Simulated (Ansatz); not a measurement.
# WS2: the cost of one run

Computed with Ansatz 0.2.0 (DFT r2SCAN, scalar-relativistic, plane waves, PAW, unless a step's input says otherwise).

The COD entry's cell or inner coordinates are ideal or old and differ from later refinements, so a difference from it is no clean test against experiment.

### 1 Starting point

It takes space group P6_3/mmc (No. 194, hexagonal). Conventional cell: a = 3.180 Å, b = 3.180 Å, c = 12.500 Å, α = 90.00°, β = 90.00°, γ = 120.00°. W (site symmetry -6m2) has 6 S at 2.41 Å as nearest neighbours. S (site symmetry 3m) has 3 W at 2.41 Å as nearest neighbours.

Coordinates:

```cif
data_structure
_symmetry_space_group_name_H-M 'P6_3/mmc'
_symmetry_Int_Tables_number 194
_cell_length_a 3.1800
_cell_length_b 3.1800
_cell_length_c 12.5000
_cell_angle_alpha 90.000
_cell_angle_beta 90.000
_cell_angle_gamma 120.000
_cell_volume 109.47
loop_
_atom_site_label
_atom_site_type_symbol
_atom_site_symmetry_multiplicity
_atom_site_Wyckoff_symbol
_atom_site_fract_x
_atom_site_fract_y
_atom_site_fract_z
_atom_site_occupancy
W1 W 2 c 0.33333 0.66667 0.25000 1
S1 S 4 f 0.33333 0.66667 0.62500 1
```

The structure rests on an entry of the Crystallography Open Database; cell or positions may have been set otherwise for this series.

### 2 Relaxing the atoms: WS2, no spin

The input, input.yaml:

```yaml
crystal:
  lattice:
    - [3.18, 0.0, 0.0]
    - [-1.59, 2.753960784, 0.0]
    - [0.0, 0.0, 12.5]
  atoms:
    - { symbol: W, position: [0.3333333333, 0.6666666667, 0.25] }
    - { symbol: W, position: [0.6666666667, 0.3333333333, 0.75] }
    - { symbol: S, position: [0.3333333333, 0.6666666667, 0.625] }
    - { symbol: S, position: [0.6666666667, 0.3333333333, 0.125] }
    - { symbol: S, position: [0.3333333333, 0.6666666667, 0.875] }
    - { symbol: S, position: [0.6666666667, 0.3333333333, 0.375] }
scf:
  occupations: { method: fixed }
output:
  forces: true
  stress: true
  eigenvalues: true
  write_density: true
  write_potential: true
  elf: true
  volumetric_format: npy
kpoints:
  mp_grid: { grid: [10, 10, 3] }
hamiltonian:
  xc: r2scan
relax:
  f_tol: 0.003
  max_steps: 60
```

Command:

```bash
$ ansatz run input.yaml --threads 8 --pin off --max-ram 32768MiB --backend cpu --events-out ev --progress --plain --runs-dir out
```

**Question.** How long does this run take on 8 threads of Intel Xeon Platinum 8259CL at 2.50GHz (Skylake/Cascade Lake), shared host, and how much memory does it need?

About 13 s, with a peak of 0.91 GiB.
